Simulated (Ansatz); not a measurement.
# Ti2O: tests of the settings

The task, for Ti2O: test the k-point mesh shifted by half a step.

Method: DFT PBEsol, scalar-relativistic, plane waves, PAW, in Ansatz 0.2.0.

1 further run of the same task is left out (set aside as unsound or not needed). Runs told in other sessions of the task aren't counted.

## Step 1: The structure to begin with

It takes space group P-3m1 (No. 164, trigonal). The conventional cell has a = 2.919 Å, b = 2.919 Å, c = 4.713 Å, α = 90.00°, β = 90.00°, γ = 120.00°. Around Ti (site symmetry 3m) lie 3 O at 2.14 Å. O (site symmetry -3m) is surrounded by 6 Ti at 2.14 Å.

Structure file:

```
Ti O
1.0
     2.91940    0.00000    0.00000
    -1.45970    2.52827    0.00000
     0.00000    0.00000    4.71300
Ti O
2 1
Direct
  0.66667 0.33333 0.27874
  0.33333 0.66667 0.72126
  0.00000 0.00000 0.00000
```

Source of the structure: the Crystallography Open Database. It is taken as it stands there.

## Step 2: The base run, which the others are set against

input.yaml reads:

```yaml
crystal:
  lattice:
    - [2.9193980238, 0.0, 0.0]
    - [-1.4596990119, 2.5282728524, 0.0]
    - [0.0, 0.0, 4.713]
  atoms:
    - { symbol: Ti, position: [0.6666666667, 0.3333333333, 0.27874] }
    - { symbol: Ti, position: [0.3333333333, 0.6666666667, 0.72126] }
    - { symbol: O, position: [0.0, 0.0, 0.0] }
basis:
  ecutwfc: 420
kpoints:
  mp_grid: { grid: [18, 18, 10] }
hamiltonian:
  xc: pbesol
scf:
  occupations: { method: gaussian, width: 0.1 }
output:
  forces: true
  stress: true
  eigenvalues: true
  populations: true
```

It was run beforehand and gave: -1837.2409 eV/atom at zero smearing, pressure 4.43 GPa, largest force 1.329 eV/Å, no gap on the mesh, in 6 SCF cycles and 25 s.

## Step 3: K-point mesh shifted by half a step: 12×12×6

input.yaml reads:

```yaml
crystal:
  lattice:
    - [2.9193980238, 0.0, 0.0]
    - [-1.4596990119, 2.5282728524, 0.0]
    - [0.0, 0.0, 4.713]
  atoms:
    - { symbol: Ti, position: [0.6666666667, 0.3333333333, 0.27874] }
    - { symbol: Ti, position: [0.3333333333, 0.6666666667, 0.72126] }
    - { symbol: O, position: [0.0, 0.0, 0.0] }
basis:
  ecutwfc: 420
kpoints:
  mp_grid: { grid: [12, 12, 6], shift: [0.5, 0.5, 0.5] }
hamiltonian:
  xc: pbesol
scf:
  occupations: { method: gaussian, width: 0.1 }
output:
  forces: true
  stress: true
  eigenvalues: true
```

Command:

```bash
$ ansatz run input.yaml --threads 1 --pin off --max-ram 2560MiB --backend cpu --events-out ev --progress --plain --runs-dir out
```

## Step 4: K-point mesh shifted by half a step: 12×12×8

input.yaml, as its differences from that of step 3:

```diff
@@ -12,3 +12,3 @@
 kpoints:
-  mp_grid: { grid: [12, 12, 6], shift: [0.5, 0.5, 0.5] }
+  mp_grid: { grid: [12, 12, 8], shift: [0.5, 0.5, 0.5] }
 hamiltonian:
```

## Step 5: K-point mesh shifted by half a step: 18×18×8

input.yaml, as its differences from that of step 4:

```diff
@@ -12,3 +12,3 @@
 kpoints:
-  mp_grid: { grid: [12, 12, 8], shift: [0.5, 0.5, 0.5] }
+  mp_grid: { grid: [18, 18, 8], shift: [0.5, 0.5, 0.5] }
 hamiltonian:
```

(Steps that only read results are left out.)

Q: Predict the outcome of the series: the values and the trend.

The runs gave:

```
                                                 quantity                     value
largest energy shift, k-point mesh shifted by half a step  0.13 meV/atom at 12×12×6
```

What this shows: The densest shifted mesh lands 0.03 meV/atom from the base run. The shift lowers the symmetry that the mesh keeps. The listed cell is far from this method's equilibrium (4.4 GPa, forces up to 1.33 eV/Å), so its values are not those of the relaxed crystal. The final runs have no spin polarisation, so a magnetic state may lie lower.
